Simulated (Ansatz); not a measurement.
# PbS in the CsCl-type structure

The computed numbers are results of PBEsol, scalar-relativistic (no spin polarisation) in the plane-wave PAW code Ansatz at 420 eV, Γ-centred 8×8×8 mesh, 0.05 eV Gaussian smearing; PAW files: Ansatz's generated set soft_2.

```xyz
2
Lattice="3.5790 0.0000 0.0000 0.0000 3.5790 0.0000 0.0000 0.0000 3.5790" Properties=species:S:1:pos:R:3 pbc="T T T"
Pb    0.0000    0.0000    0.0000
S     1.7895    1.7895    1.7895
```

The start was a prototype's sites filled with these elements. The Crystallography Open Database lists the compound in space groups C2/m, Fm-3m (rock salt), so this is a trial structure.

The cell above was scaled in volume, its shape and atoms being fixed by the lattice's symmetry. Energies are counted from the cell above.

| V (Å³/atom) | ΔE (meV/atom) | P from the stress (GPa) |
| --- | --- | --- |
| 22.006 | 7.91 | 2.84 |
| 22.464 | 1.95 | 1.36 |
| 22.922 | 0.00 | 0.00 |
| 23.381 | 1.84 | -1.27 |
| 23.839 | 7.10 | -2.40 |

Q: Do the energies and the pressures agree? Compare −ΔE/ΔV between neighbouring points (1 meV/Å³ = 0.1602 GPa) with the mean of their pressures.

A: 
```tsv
interval (Å³/atom)	−ΔE/ΔV (GPa)	mean P (GPa)
22.01 to 22.46	2.1	2.1
22.46 to 22.92	0.7	0.7
22.92 to 23.38	-0.6	-0.6
23.38 to 23.84	-1.8	-1.8
```
They differ by 0.02 GPa at most.

Q: What do the two routes give for V0, B0 and B0′?

A: A third-order Birch–Murnaghan fit of the energies: V0 = 22.92 Å³/atom, B0 = 65 GPa, B0′ = 3.0. A polynomial of P in ln V, with B = −dP/d ln V at P = 0: V0 = 22.92 Å³/atom, B0 = 66 GPa, B0′ = 3.3. B0′ isn't converged to its last digit.

B0·V0 = 65.4 GPa × 22.92 Å³ = 9.35 eV/atom sets the scale: near the minimum ΔE ≈ ½ B0 V0 x², with x = V/V0 − 1, and a pressure of 0.7 GPa squeezes the volume by about 1 %. At the ends of the curve: x = −4.0 % predicts 7.5 meV/atom and the run gives 7.9; x = +4.0 % predicts 7.5 meV/atom and the run gives 7.1. Compression costs more and expansion less than the parabola says, since the crystal stiffens as it shrinks; B0′ measures that.

Scalar-relativistic only: spin–orbit splittings of the heavy atoms' levels are missing. The run is a metal.
